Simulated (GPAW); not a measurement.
Runs of GPAW 26.7.0 on Ti. The structure is cubic, space group Im-3m (No. 229). Conventional cell: a = 3.282 Å, b = 3.282 Å, c = 3.282 Å, α = 90.00°, β = 90.00°, γ = 90.00°. Around Ti (site symmetry m-3m) lie 8 Ti at 2.84 Å. This isn't the form of Ti at room conditions, which is hcp.

```csv
level,gap on the mesh (eV),pressure (GPa),relaxed volume (Å³/atom)
PBEsol,none,0.0,16.47
PBEsol+D3,none,0.0,(a)
PBEsol+D4,none,0.0,(b)
PBEsol+D3(BJ),none,0.0,15.60
PBEsol+D3(BJ)+ATM,none,0.0,15.76
```

Alike in all rows: task relaxation of cell and atoms; potentials or basis PAW data sets generated in the run's folder for this functional, pw; no spin polarisation; cell relaxed; k mesh 11 × 11 × 11; cutoff (eV) 600; smearing fermi-dirac 0.05 eV.

Question: Estimate the missing entries.

Answer: (a) 15.75; (b) 16.30.

Caveats: later steps reuse the first step's grids; pairwise dispersion overbinds metals, which lowers pressure and volume (some runs).

A gap of «none» marks a metal or a gap under the smearing width.
